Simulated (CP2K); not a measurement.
**Sb: equation of state with PBE**

Crystal: Sb.

```
Sb
1.0
     3.51078    0.00000    0.00000
     0.67895    3.44450    0.00000
    -2.09487   -1.72225    2.22956
Sb
1
Direct
  0.00000 0.00000 0.00000
```

This isn't the form of Sb at room conditions, which is rhombohedral.

| Property | Result |
| --- | --- |
| Program | CP2K 2026.2 |
| Task | equation of state |
| Functional | PBE |
| Potentials or basis | POTENTIAL_UZH Sb GTH-PBE-q5; TZVP-MOLOPT-PBE-GTH basis |
| Density cutoff | 6123 eV |
| k mesh | 12 × 12 × 12 |
| Occupations | fermi-dirac, width 0.05 eV |
| Spin | no spin polarisation |
| SCF solver | diagonalisation with k points |
| Quickstep method | GPW |
| EPS_DEFAULT | 1.0E-10 |
| EPS_SCF | 1.0E-6 |
| MAX_SCF | 100 |
| SCF_GUESS | ATOMIC |
| k points reduced by the point group | yes |
| Mesh centred on Gamma | yes |
| CHOLESKY | OFF |
| EPS_EIGVAL | 1.0E-7 |
| MIXING METHOD | BROYDEN_MIXING |
| MIXING ALPHA | 0.4 |
| NBUFFER | 8 |
| NGRIDS | 5 |
| Basis sets | Sb TZVP-MOLOPT-PBE-GTH-q5 |
| Potentials | Sb GTH-PBE-q5 of POTENTIAL_UZH |
| ADDED_MOS | [8] |
| REL_CUTOFF (Ry) | 60 Ry |
| MIXING BETA (1/bohr) | 1.5 1/bohr |
| CUTOFF of the grids | 450 Ry |

```json
{
 "Equilibrium volume": "28.33 Å³/atom",
 "Bulk modulus at fixed shape and positions": "58 GPa",
 "Pressure derivative of the bulk modulus": "4.6"
}
```

Energy against volume, from the lowest point:
```tsv
volume (Å³/atom)	energy (meV/atom)
25.344	69.86
25.883	44.98
26.423	26.17
26.962	12.80
27.501	4.31
28.040	0.19
28.580	0.00
```

All runs of the series together: 100 s on 1 thread of Intel(R) Xeon(R) Platinum 8488C (Sapphire Rapids), on a shared host.

Caveat: the cell was scaled at fixed shape and fractional positions, which overstates the stiffness of a crystal with free parameters, most of all of layers and chains; the basis of atomic orbitals isn't converged, which shifts pressures, moduli and gaps. The run has no spin-orbit coupling, so splittings on Sb are missing.
